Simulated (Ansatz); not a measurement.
Input and command of a plane-wave DFT calculation in Ansatz:

```yaml
crystal:
  lattice:
    - [0.0, 2.1895107536, 2.1895107536]
    - [2.1895107536, 0.0, 2.1895107536]
    - [2.1895107536, 2.1895107536, 0.0]
  atoms:
    - { symbol: Nb, position: [0.0, 0.0, 0.0] }
    - { symbol: "N", position: [0.5, 0.5, 0.5] }
basis:
  ecutwfc: 420
kpoints:
  mp_grid: { grid: [16, 16, 16] }
hamiltonian:
  xc: pbesol
scf:
  occupations: { method: gaussian, width: 0.1 }
output:
  forces: true
  stress: true
  eigenvalues: true
relax:
  adjacent_minimum: "off"
  f_tol: 0.005
  max_steps: 80
  cell: { stress_tol: 0.05 }
```

```bash
ansatz run input.yaml --threads 2 --pin off --max-ram 5120MiB --backend cpu --events-out ev --progress --plain --runs-dir out
```

Processor: Arm Neoverse V1, 2 threads, on a host shared with other jobs.

Question: Estimate time, memory and problem size.

Answer: About 7.6 s on 2 threads of Arm Neoverse V1, with other jobs on the host, peak memory 0.34 GiB. It solves 13 bands at 145 k points (the mesh reduced by the symmetry that the task leaves, which can be less than the crystal's) with about 411 plane waves (on the last cell), in 26 SCF iterations over 4 ionic steps.
